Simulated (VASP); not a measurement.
Here is a VASP 6.6.1 calculation.

File INCAR:

```
PREC = Accurate
ENCUT = 600
EDIFF = 1E-6
ISMEAR = 0
SIGMA = 0.03
LREAL = False
LASPH = True
NELM = 80
ALGO = Normal
ISIF = 3
LWAVE = False
LCHARG = False
METAGGA = R2SCAN
LMIXTAU = True
IBRION = 2
NSW = 90
EDIFFG = -0.01
KPAR = 4
```

Contents of KPOINTS:

```
regular mesh
0
Gamma
  4 8 4
```

Contents of POSCAR:

```
BaH2
1.0
    6.7920000000      0.0000000000      0.0000000000
    0.0000000000      4.1680000000      0.0000000000
    0.0000000000      0.0000000000      7.8580000000
Ba H
4 8
Direct
    0.2602900000      0.2500000000      0.8886300000
    0.2397100000      0.7500000000      0.3886300000
    0.7602900000      0.2500000000      0.6113700000
    0.7397100000      0.7500000000      0.1113700000
    0.0430000000      0.2500000000      0.1740000000
    0.4570000000      0.7500000000      0.6740000000
    0.5430000000      0.2500000000      0.3260000000
    0.9570000000      0.7500000000      0.8260000000
    0.6460000000      0.2500000000      0.9135000000
    0.8540000000      0.7500000000      0.4135000000
    0.1460000000      0.2500000000      0.5865000000
    0.3540000000      0.7500000000      0.0865000000
```

Potentials or basis: VASP PAW PBE potentials, release 64 (Ba_sv, H).

Launch:

```console
$ cat potpaw_PBE.64/Ba_sv/POTCAR potpaw_PBE.64/H/POTCAR > POTCAR
$ mpirun -np 4 vasp_std > vasp.out
```

Question: Predict the relaxed volume.

Answer: 18.78 Å³/atom.

Question: What does it give for the space group after relaxing (to 0.05 Å)?

Answer: Pnma (No. 62).

Forces in eV/Å, atoms in the order of the input:
```
Ba   0.001  0.000  0.002
Ba  -0.001  0.000  0.002
Ba   0.001  0.000 -0.002
Ba  -0.001  0.000 -0.002
H   -0.003  0.000 -0.006
H    0.003  0.000 -0.006
H   -0.003  0.000  0.006
H    0.003  0.000  0.006
H    0.002  0.000 -0.004
H   -0.002  0.000 -0.004
H    0.002  0.000  0.004
H   -0.002  0.000  0.004
```

Caveat: the PAW data sets were made with another functional, which shifts forces and pressure a little. Zero-point motion and thermal expansion aren't in these numbers.
